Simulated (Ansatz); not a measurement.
# AlN (P6_3mc) in Ansatz: further runs, part 2 of 2

Ansatz 0.2.0. The steps go on from the part before.

### Step 10. Band structure, PBE

The input, input.yaml:

```yaml
crystal:
  lattice:
    - [3.113, 0.0, 0.0]
    - [-1.5565, 2.695937082, 0.0]
    - [0.0, 0.0, 4.981]
  atoms:
    - { symbol: Al, position: [0.6666666667, 0.3333333333, 0.5] }
    - { symbol: Al, position: [0.3333333333, 0.6666666667, 0.0] }
    - { symbol: "N", position: [0.6666666667, 0.3333333333, 0.88] }
    - { symbol: "N", position: [0.3333333333, 0.6666666667, 0.38] }
hamiltonian:
  xc: pbe
  pseudopotentials: { kind: nc }
kpoints:
  mp_grid: { grid: [10, 10, 6] }
  band_path:
    path:
      - [[0.0, 0.0, 0.0], [0.5, 0.0, 0.0], [0.3333333333, 0.3333333333, 0.0], [0.0, 0.0, 0.0], [0.0, 0.0, 0.5], [0.5, 0.0, 0.5], [0.3333333333, 0.3333333333, 0.5], [0.0, 0.0, 0.5]]
      - [[0.5, 0.0, 0.5], [0.5, 0.0, 0.0]]
      - [[0.3333333333, 0.3333333333, 0.0], [0.3333333333, 0.3333333333, 0.5]]
    npoints: 14
scf:
  occupations: { method: fermi_dirac, width: 0.05 }
  n_extra_bands: 10
output:
  forces: true
  stress: true
  eigenvalues: true
  fatbands: false
```

Potentials or basis: Ansatz NC.

Command:

```sh
ansatz run input.yaml --threads 2 --pin off --max-ram 5120MiB --backend cpu --events-out ev --progress --plain --runs-dir out
```

The log of the run:

```text
Warning: RAYON_NUM_THREADS=2 ignored (pool sized by the plan → 2); use --threads N
scf.n_extra_bands = 10 over 8 filled bands (N_el = 16.0): the run solves 18 bands
Engine: ansatz 0.2.0, x86_64-unknown-linux-gnu
Pseudopotentials: kind: nc
Pseudopotential: Al, nc, valence charge 3, recommended cutoff 544.227725 eV (normal), Al.nc.azcp
Pseudopotential: N, nc, valence charge 5, recommended cutoff 1240 eV (normal), N.nc.azcp
Functional definition: PBE
  parameter kappa = 0.804
  parameter beta = 0.06672455060314922
  exchange = pbe_x(kappa = kappa, mu = beta*pi^2/3)
  correlation = pbe_c(beta = beta)
Crystal: 4 atoms, lattice volume = 41.803 Å³
Basis set: ecut = 1240 eV, 4127 PW (Γ), exchange–correlation on 72×72×120 points (8 copies of the dense FFT grid, shifted against one another)
Bands: 18, of which v1, the nominal top of the filled ones, is band 8 counted from 1 (7 counted from 0)
Symmetry: 12 space group operations
Space group: P63mc (ITA 186), of the structure as read, at distance tolerance 3.5e-5 Å
k-points: 56 of 600 (time reversal used)
Non-local potential: Al, projectors of the file, l = 0: 2, l = 1: 2, l = 2: 2
Non-local potential: N, projectors of the file, l = 0: 2, l = 1: 2
Initial density: superposition of atomic densities (chi_scale 0.1, normalization cell, long waves kept (reshape's long-wave potential 0.00 eV rms))
Initial wavefunctions: pseudopotential atomic-orbital guess
Functional: x = pbe(κ = 0.804, μ = 0.2195149727645171), c = pbe(β = 0.06672455060314922)
SCF iter   1: F=—  HF=-932.054599 eV  |F-HF|=—  |Δ(HF+E_count)|=         —  Δρ=1.46e-1  dr2=1.03e1  ethr=3.10e-3  ⟨swp⟩=6.6  Hψ=6558  notcnv=0  defer=9
preconditioner: auto → none  [insulator: Δε(μ)=5.480 eV  Ē_g=17.784 eV  σ=0.050 eV  W_gap=1.00  n_scr=2 (ndim 8)  ℏωp=23.0 eV  f_vac=0.000  D(μ)=0.00/eV (n_scr^D=0)  ε∞_Penn≈2.7]
SCF iter   2: F=—  HF=-929.508009 eV  |F-HF|=—  |Δ(HF+E_count)|=    2.55e0  Δρ=7.67e-2  dr2=1.46e0  ethr=3.10e-3  ⟨swp⟩=4.4  Hψ=2992  notcnv=0  defer=162
SCF iter   3: F=—  HF=-929.122069 eV  |F-HF|=—  |Δ(HF+E_count)|=   3.86e-1  Δρ=2.22e-2  dr2=1.03e-1  ethr=3.10e-3  ⟨swp⟩=2.8  Hψ=2190  notcnv=0  defer=167
SCF iter   4: F=—  HF=-929.125780 eV  |F-HF|=—  |Δ(HF+E_count)|=   3.71e-3  Δρ=2.12e-3  dr2=8.03e-4  ethr=6.45e-4  ⟨swp⟩=2.1  Hψ=1276  notcnv=0  defer=167
SCF iter   5: F=—  HF=-929.125609 eV  |F-HF|=—  |Δ(HF+E_count)|=   1.70e-4  Δρ=2.15e-4  dr2=3.88e-6  ethr=5.02e-6  ⟨swp⟩=2.3  Hψ=1280  notcnv=0  defer=167
SCF iter   6: F=—  HF=-929.125617 eV  |F-HF|=—  |Δ(HF+E_count)|=   7.48e-6  Δρ=1.51e-5  dr2=4.31e-8  ethr=6.25e-10  ⟨swp⟩=11.7  Hψ=6789  notcnv=0
SCF iter   7: F=-929.125617 eV  HF=-929.125617 eV  |F-HF|=3.14e-11  |Δ(HF+E_count)|=   4.84e-9  Δρ=2.33e-6  dr2=7.97e-10  ethr=2.69e-10  ⟨swp⟩=2.3  Hψ=3053  notcnv=0
SCF 1 converged in 7 iterations: F = -929.125617 eV  dr2 = 7.97e-10
NSCF: frozen V_eff on 129 k-points
SCF converged after 7 iterations
Free energy (F): -929.125617 eV
Harris-Foulkes:  -929.125617 eV  (|F-HF|=3.14e-11)
Internal energy: -929.125617 eV  (E = F + TS)
E sigma→0 (E₀):  -929.125617 eV
Fermi energy:    9.237434 eV
--- Per-component energies (eV) ---
  E_band       = 29.875805
  E_kinetic    = 459.391123
  E_local      = -474.794393  (includes V_loc(G=0)·N_el)
  E_nonlocal   = -10.958570
  E_hartree    = 155.805759
  E_xc         = -466.906265
  E_vxc        = -255.373651  (∫ρ·V_xc dr)
  E_ewald      = -591.663270
  E_smearing   = -0.000000  (= −TS)
  E_closure    = 0.000000  (closes the sum)
  Σ components = -929.125617   (vs F -929.125617, Δ=0.00e0)
--- Forces (eV/Å), atoms counted from 1 ---
  atom   1  Al    -0.00000000     0.00000000    -0.12916564
  atom   2  Al     0.00000000    -0.00000000    -0.12916564
  atom   3  N      0.00000000    -0.00000000     0.12917630
  atom   4  N     -0.00000000     0.00000000     0.12917630
  max |Σ_I F_I| component: 2.13e-5 eV/Å
--- Stress (GPa, compression-positive) ---
        3.056341       0.000000      -0.000000
        0.000000       3.056341       0.000000
       -0.000000       0.000000       4.747671
  P = ⅓ Tr σ = 3.6201 GPa (36.201 kbar)
--- Band table (eV; the first three rows and the last of 56) ---
  k-point 0: bands = ["-8.0692", "-5.9175", "1.1191", "6.2658", "6.2658", "6.9186", "6.9186", "7.0985", "11.3130", "13.7464", "17.7072", "18.2533", "18.2533", "20.2338", "20.2485", "20.2485", "21.5847", "21.5847"]
  k-point 1: bands = ["-7.9626", "-6.1253", "1.4897", "6.3072", "6.3072", "6.4991", "6.8725", "6.8725", "11.8040", "13.8138", "17.5325", "18.2200", "18.2200", "19.4280", "19.8539", "19.8539", "22.0514", "22.0514"]
  k-point 2: bands = ["-7.6536", "-6.6197", "2.4619", "5.2136", "6.4219", "6.4219", "6.7483", "6.7483", "12.7530", "13.8766", "17.2545", "18.2534", "18.2683", "18.2683", "19.1424", "19.1424", "23.2698", "23.2698"]
  k-point 55: bands = ["-5.5592", "-5.5592", "2.1920", "2.1920", "3.4786", "3.4786", "6.2878", "6.2878", "14.1903", "14.1903", "15.3595", "15.3595", "18.9077", "18.9077", "20.7773", "20.7773", "23.2106", "23.2106"]
```

Wall time 7.4 s (2 threads of Intel Xeon 6975P-C (Granite Rapids), shared host); peak memory 0.51 GiB.

What came out:

| Item | Value |
| --- | --- |
| Free energy | -929.1256 eV |
| Pressure | 3.6 GPa |
| Largest force | 0.129 eV/Å |
| Band gap on the k mesh | 4.21 eV, direct |
| Band gap along the path | 4.21 eV, direct |

Forces in eV/Å, atoms in the order of the input:
```
Al   0.000  0.000 -0.129
Al   0.000  0.000 -0.129
N    0.000  0.000  0.129
N    0.000  0.000  0.129
```

Stress tensor (GPa, compression positive):
```
3.06 0.00 0.00
0.00 3.06 0.00
0.00 0.00 4.75
```

Levels at the corners of the path, in eV from the valence-band top:
| point | band 5 | band 6 | band 7 | band 8 | band 9 | band 10 | band 11 | band 12 |
| --- | --- | --- | --- | --- | --- | --- | --- | --- |
| Γ | -0.83 | -0.18 | -0.18 | 0.00 | 4.21 | 6.65 | 10.61 | 11.15 |
| M | -3.33 | -2.06 | -1.77 | -0.66 | 5.81 | 5.82 | 8.19 | 10.30 |
| K | -3.77 | -2.42 | -2.38 | -2.38 | 5.06 | 8.37 | 9.69 | 9.69 |
| Γ | -0.83 | -0.18 | -0.18 | 0.00 | 4.21 | 6.65 | 10.61 | 11.15 |
| A | -0.52 | -0.52 | -0.52 | -0.52 | 6.46 | 6.46 | 10.33 | 10.33 |
| L | -1.44 | -1.44 | -1.35 | -1.35 | 5.32 | 5.32 | 9.28 | 9.28 |
| H | -3.83 | -3.83 | -0.78 | -0.78 | 7.43 | 7.43 | 7.85 | 7.85 |
| A | -0.52 | -0.52 | -0.52 | -0.52 | 6.46 | 6.46 | 10.33 | 10.33 |
| L | -1.44 | -1.44 | -1.35 | -1.35 | 5.32 | 5.32 | 9.28 | 9.28 |
| M | -3.33 | -2.06 | -1.77 | -0.66 | 5.81 | 5.82 | 8.19 | 10.30 |
| K | -3.77 | -2.42 | -2.38 | -2.38 | 5.06 | 8.37 | 9.69 | 9.69 |
| H | -3.83 | -3.83 | -0.78 | -0.78 | 7.43 | 7.43 | 7.85 | 7.85 |

### Step 11. How close it comes

Step 10. Measured gap of AlN: 6.0343 eV (an exciton energy, a little under the gap; 0 K; quoted in “Structural and optical properties of self-assembled AlN nanowires grown on SiO2/Si substrates by molecular beam epitaxy”, 2024, arxiv:2402.00216). This calculation gives 4.21 eV (-1.82 eV). 2 values of this kind are on record (6.034 to 6.0343 eV); this one was drawn at random. The value is that of PBE, without temperature or zero-point motion. Semilocal functionals fall short of measured gaps as a rule.
